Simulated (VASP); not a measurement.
Write the native input for VASP 6.6.1 that does the following.

* Task: single point
* Functional: HSE06
* Potentials or basis: VASP PAW PBE potentials, release 64 (Ca_sv, F)
* Cutoff: 520 eV
* k mesh: 6 × 6 × 6
* Occupations: gaussian, width 0.01 eV
* Spin: no spin polarisation
* Dipole correction: no
* Exchange at q = 0: truncated
* Grid for exact exchange (PRECFOCK): Normal
* Screening parameter: 0.2079 1/A
* Further INCAR settings: ALGO = Normal; EDIFF = 1e-06; NBANDS = 19

CaF2:

```xyz
3
Lattice="0.0000 2.7196 2.7196 2.7196 0.0000 2.7196 2.7196 2.7196 0.0000" Properties=species:S:1:pos:R:3 pbc="T T T"
Ca    0.0000    0.0000    0.0000
F     1.3598    1.3598    1.3598
F     4.0794    4.0794    4.0794
```

The cell was built by a generator and needn't be a form met in nature.

The input as run:

POSCAR

```
CaF2
1.0
    0.0000000000      2.7195929739      2.7195929739
    2.7195929739      0.0000000000      2.7195929739
    2.7195929739      2.7195929739      0.0000000000
Ca F
1 2
Direct
    0.0000000000      0.0000000000      0.0000000000
    0.2500000000      0.2500000000      0.2500000000
    0.7500000000      0.7500000000      0.7500000000
```

INCAR.step1

```
SYSTEM = CaF2
PREC = Accurate
ENCUT = 520
EDIFF = 1E-5
ISMEAR = 0
SIGMA = 0.01
LREAL = .False.
LASPH = .True.
NELM = 100
ALGO = Normal
ISIF = 2
LWAVE = .True.
LCHARG = .False.
GGA = PE
NBANDS = 19
```

INCAR.step2

```
SYSTEM = CaF2
PREC = Accurate
ENCUT = 520
EDIFF = 1E-6
ISMEAR = 0
SIGMA = 0.01
LREAL = .False.
LASPH = .True.
NELM = 100
ALGO = Normal
ISIF = 2
LWAVE = .False.
LCHARG = .False.
GGA = PE
LHFCALC = .True.
HFSCREEN = 0.2079
PRECFOCK = Normal
ISTART = 1
NBANDS = 19
```

KPOINTS

```
regular mesh
0
Gamma
  6 6 6
  0 0 0
```

Potentials or basis: VASP PAW PBE potentials, release 64 (Ca_sv, F).

Command:

```sh
$ cat potpaw_PBE.64/Ca_sv/POTCAR potpaw_PBE.64/F/POTCAR > POTCAR
$ cp INCAR.step1 INCAR
$ mpirun -np 1 vasp_std > vasp.out
$ cp INCAR.step2 INCAR
$ mpirun -np 1 vasp_std > vasp.out
```

Results of the run:

The pressure is 1.8 GPa and the band gap on the k mesh is 9.42 eV, indirect (least direct gap 9.69 eV).

Caveat: the PAW data sets were made with another functional, which shifts forces and pressure a little.

Run time: 34 min on 1 thread of Intel(R) Xeon(R) 6975P-C (Granite Rapids), on a shared host, peak memory 0.29 GiB.
